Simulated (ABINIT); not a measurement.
Crystal: Zr.

```
CELL_PARAMETERS angstrom
3.23200 0.00000 0.00000
-1.61600 2.79899 0.00000
0.00000 0.00000 5.14700
ATOMIC_POSITIONS crystal
Zr 0.66667 0.33333 0.75000
Zr 0.33333 0.66667 0.25000
```

Base run:

```yaml
Program: ABINIT 10.8.3 (patched build)
Functional: AM05
Potentials_or_basis: JTH PAW PBE v2.0
Cutoff: 544 eV
k_mesh: 9 × 9 × 5
Occupations: fermi-dirac, width 0.05 eV
Spin: no spin polarisation
```

Its results: band gap on the k mesh none (metal or under the smearing width); pressure -3.3 GPa.

Problem. The run is repeated on the same cell with these changes: functional from AM05 to r2SCAN. What comes out?

Solution. Band gap on the k mesh none (metal or under the smearing width); pressure 0.7 GPa.

Caveats: the PAW data sets were made with another functional, which shifts forces and pressure a little.
